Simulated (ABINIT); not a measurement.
The system is B.

```xyz
1
Lattice="2.3461 0.0000 0.0000 0.0000 2.3461 0.0000 0.0000 0.0000 1.5858" Properties=species:S:1:pos:R:3 pbc="T T T"
B     1.1731    1.1731    0.7929
```

The cell was built by a generator and needn't be a form met in nature.

Base run:

* Program: ABINIT 10.8.3 (patched build)
* Functional: BLYP
* Potentials or basis: JTH PAW PBE v2.0
* Cutoff: 490 eV
* k mesh: 11 × 11 × 16
* Occupations: fermi-dirac, width 0.05 eV
* Spin: no spin polarisation

Its results: band gap on the k mesh none (metal or under the smearing width); pressure 3.4 GPa.

Problem. After a change of settings the same cell gave: band gap on the k mesh none (metal or under the smearing width); pressure -0.8 GPa. Which change was it?
A. functional from BLYP to SCAN
B. functional from BLYP to PBE; potentials or basis from JTH PAW PBE v2.0 to SG15 NC PBE v1.2; cutoff from 490 eV to 599 eV
C. functional from BLYP to LDA
D. functional from BLYP to r2SCAN

Solution. D.

Caveats: the PAW data sets were made with another functional, which shifts forces and pressure a little; the atomic spheres overlap.
